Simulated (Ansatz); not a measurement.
# As (puckered monolayer type, one sheet): independent-particle optics

Aim: the dielectric function of As (puckered monolayer type, one sheet) in the independent-particle picture, and how it depends on the functional and on the gap. The runs, in order: HSE06 for the gap; optics with PBE on 4×6×1; optics with r2SCAN on 4×6×1; optics with PBE and scissors to the HSE06 gap on 4×6×1; optics with PBE with spin-orbit coupling on 4×4×1.

Program: Ansatz 0.2.0. Level of theory: plane waves, PAW; no local fields, no excitons. These are calculated values, not measurements.

1 further run of the same task is left out (it didn't finish).

### 1 Starting point

The structure is orthorhombic, space group Pmna (No. 53). Conventional cell: a = 3.634 Å, b = 28.270 Å, c = 4.807 Å, α = 90.00°, β = 90.00°, γ = 90.00°. As (site symmetry m) is surrounded by 3 As at 2.47 Å.

Coordinates:

```
CELL_PARAMETERS angstrom
4.80734 0.00000 0.00000
0.00000 3.63390 0.00000
0.00000 0.00000 28.27037
ATOMIC_POSITIONS crystal
As 0.07604 0.00000 0.37773
As 0.42396 0.50000 0.37773
As 0.57604 0.50000 0.29435
As 0.92396 0.00000 0.29435
```

Cell and atoms come from an earlier r2SCAN relaxation. The cell holds one sheet and vacuum, and is periodic in the plane alone; ε, where given, is a mean over the whole height of the cell, so ε₂ and ε₁ − 1 scale inversely with that height and aren't the sheet's own values.

### 2 A hybrid for the gap

The input, input.yaml:

```yaml
crystal:
  lattice:
    - [4.8073445447, 0.0, 0.0]
    - [0.0, 3.6338992125, 0.0]
    - [0.0, 0.0, 28.2703730404]
  atoms:
    - { symbol: As, position: [0.0760356201, 0.0, 0.3777315117] }
    - { symbol: As, position: [0.4239643799, 0.5, 0.3777315117] }
    - { symbol: As, position: [0.5760356201, 0.5, 0.2943501751] }
    - { symbol: As, position: [0.9239643799, 0.0, 0.2943501751] }
  periodic: [true, true, false]
kpoints:
  mp_grid: { grid: [4, 4, 1] }
  band_path:
    path: [[0.0, 0.0, 0.0], [0.5, 0.0, 0.0], [0.5, 0.5, 0.0], [0.0, 0.5, 0.0]]
    npoints: 1
hamiltonian:
  xc: hse06
scf:
  occupations: { method: fixed }
  n_extra_bands: 5
output:
  forces: true
  stress: true
  eigenvalues: true
```

After this run come: Optics, PBE; Optics, r2SCAN; Optics, PBE with a scissors shift; Optics, PBE with spin-orbit coupling.

Before running them: what should the planned runs give, taken together? Wanted: ε∞, PBE; ε∞, r2SCAN; ε∞, PBE with spin-orbit coupling; tallest peak of ε₂, PBE; tallest peak of ε₂, r2SCAN; tallest peak of ε₂, PBE with spin-orbit coupling; HSE06 direct gap.

**Answer**, as computed:

```
                                        quantity                                value
                                         ε∞, PBE        4.62, 3.99, 2.36 (xx, yy, zz)
                                      ε∞, r2SCAN        3.87, 3.53, 2.23 (xx, yy, zz)
                      ε∞, PBE + 0.59 eV scissors        3.88, 3.55, 2.23 (xx, yy, zz)
                ε∞, PBE with spin-orbit coupling        4.61, 3.97, 2.31 (xx, yy, zz)
                         tallest peak of ε₂, PBE                       6.9 at 3.75 eV
                      tallest peak of ε₂, r2SCAN                       6.2 at 4.15 eV
      tallest peak of ε₂, PBE + 0.59 eV scissors                       6.9 at 4.35 eV
tallest peak of ε₂, PBE with spin-orbit coupling  6.6 at 3.75 eV (complete to 7.7 eV)
                                HSE06 direct gap                              1.51 eV
```

From PBE with spin-orbit coupling to PBE + 0.59 eV scissors the direct gap grows from 0.90 to 1.51 eV, and ε∞ goes from 4.29 to 3.72 (in the plane). Spin-orbit coupling moves the direct gap by -0.02 eV; ε∞ doesn't compare between these two runs, as the bands summed differ. The meshes differ between the runs, and peak heights and places move with the mesh, so part of any difference isn't the level's. A sheet's ε refers to the whole height of the cell: in the plane ε − 1 falls as one over that height. Local fields and excitons are left out: both change ε∞, and without excitons the onset lacks its lines.
